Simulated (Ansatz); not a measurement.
Born–Oppenheimer molecular dynamics of a periodic cell of 16 atoms, Si (start crystal Si, start structure diamond, volume 1 times the crystal's). It goes on from the last frame of an earlier run, with new velocities.

The calculation used Ansatz, DFT PBE, scalar-relativistic, plane waves, PAW. Settings: cutoff 420 eV, k mesh 2x2x2, fermi-dirac smearing 0.3 eV, no spin polarisation.

```yaml
ensemble: NVE (velocity Verlet)
time_step: 2 fs
steps_asked: 160
starting_velocities_drawn_for: 2100 K
seed: 832798
```

First frame:

```xyz
16
Lattice="0.0000 5.4300 5.4300 5.4300 0.0000 5.4300 5.4300 5.4300 0.0000" Properties=species:S:1:pos:R:3
Si -0.561 0.598 -0.453
Si 1.546 2.159 0.901
Si 4.396 3.227 0.382
Si 5.370 4.421 1.941
Si 3.542 1.894 2.229
Si 3.500 2.349 4.504
Si 6.277 1.394 2.853
Si 7.308 4.685 3.000
Si -0.450 1.714 2.535
Si 0.072 3.784 3.747
Si 2.928 4.450 3.051
Si 5.122 6.004 4.777
Si 1.832 5.265 5.628
Si 3.186 3.335 6.604
Si 5.462 3.842 5.326
Si 4.768 5.179 7.275
```

(1) What does the run give?

(2) What happens to the structure?

(3) How do temperature and energy run in time?

Results:

(1) All steps were run.

```
steps done                                               : 160
time covered                                             : 320 fs
mean temperature over the second half                    : 2209 K
spread of the potential energy over the second half      : 24.1 meV per atom
mean potential energy of the second half above the start : -13.2 meV per atom
```

The conserved energy stayed within 0.46 meV per atom of its start (net change -0.037 meV per atom), so the integration is sound. A run of 0.32 ps of so small a system gives no equilibrium averages. Limits of this set-up: coarse k mesh.

(2) Mean squared displacements from the first frame to the last, about the centre of mass: Si 4.70 Å². Another seed would give other details.

(3) 
| time (fs) | T (K) | potential energy less start (eV) | conserved less start (meV/atom) |
| --- | --- | --- | --- |
| 0.0 | 2100 | 0.000 | 0.00 |
| 16.0 | 1849 | 0.490 | 0.24 |
| 32.0 | 2182 | -0.159 | 0.00 |
| 48.0 | 2152 | -0.102 | -0.04 |
| 64.0 | 2351 | -0.488 | -0.01 |
| 80.0 | 1976 | 0.241 | 0.07 |
| 96.0 | 1926 | 0.334 | -0.18 |
| 112.0 | 2254 | -0.297 | 0.06 |
| 128.0 | 2445 | -0.669 | 0.00 |
| 144.0 | 1944 | 0.307 | 0.34 |
| 160.0 | 2411 | -0.603 | -0.04 |
| 176.0 | 2564 | -0.903 | -0.18 |
| 192.0 | 1965 | 0.265 | 0.23 |
| 208.0 | 2448 | -0.676 | -0.11 |
| 224.0 | 2274 | -0.336 | 0.05 |
| 240.0 | 2150 | -0.098 | 0.01 |
| 256.0 | 2056 | 0.087 | 0.13 |
| 272.0 | 2318 | -0.426 | -0.26 |
| 288.0 | 1855 | 0.476 | 0.11 |
| 304.0 | 2060 | 0.078 | 0.05 |
| 320.0 | 2225 | -0.244 | -0.04 |

Time of the run: 15 min on 1 thread of Arm Neoverse V1, on a shared host, peak memory 0.61 GiB.
